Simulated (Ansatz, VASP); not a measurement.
**SiC in VASP and in Ansatz**

Contents of INCAR:

```
ALGO = Normal ; EDIFF = 1E-6
ENCUT = 520 ; GGA = PE
ISIF = 2 ; ISMEAR = 0
LASPH = T ; LCHARG = F
LREAL = F ; LWAVE = F
NBANDS = 11 ; NELM = 100
PREC = Accurate ; SIGMA = 0.05
```

KPOINTS

```
k-points
0
Gamma
  12 12 12
```

File POSCAR:

```
SiC
1.0
    0.0000000000      2.2066100000      2.2066100000
    2.2066100000      0.0000000000      2.2066100000
    2.2066100000      2.2066100000      0.0000000000
Si C
1 1
Direct
    0.0000000000      0.0000000000      0.0000000000
    0.7500000000      0.7500000000      0.7500000000
```

Input for Ansatz:

```yaml
crystal:
  lattice:
    - [0.0, 2.20661, 2.20661]
    - [2.20661, 0.0, 2.20661]
    - [2.20661, 2.20661, 0.0]
  atoms:
    - { symbol: Si, position: [0.0, 0.0, 0.0] }
    - { symbol: C, position: [0.75, 0.75, 0.75] }
basis:
  ecutwfc: 420
kpoints:
  mp_grid: { grid: [12, 12, 12] }
hamiltonian:
  xc: pbe
scf:
  occupations: { method: gaussian, width: 0.05 }
output:
  forces: true
  stress: true
  eigenvalues: true
```

Change from the starting cell: strain +0.015 along x and y, +0.015 along z, atoms carried along.

Alike in both runs: task single point; functional PBE; k mesh 12 × 12 × 12; occupations gaussian, width 0.05 eV; no spin polarisation.

|  | VASP | Ansatz |
| --- | --- | --- |
| version | VASP 6.6.1 | Ansatz 0.2.0 |
| potentials or method | VASP PAW PBE potentials, release 64 (Si, C) | scalar-relativistic, plane waves, PAW |
| plane-wave cutoff (eV) | 520 | 420 |
| valence electrons in the cell | 8 | 8 |

Ansatz gave:

| Quantity | Value |
| --- | --- |
| gap on the k mesh at the Fermi level (eV) | 1.39 |
| least direct gap on the mesh (eV) | 4.51 |
| pressure (GPa) | -4.6 |

Problem. What did VASP give for the same quantities?

Solution. gap on the k mesh at the Fermi level (eV): 1.39; least direct gap on the mesh (eV): 4.50; pressure (GPa): -4.7.

A k mesh can miss the band edges.
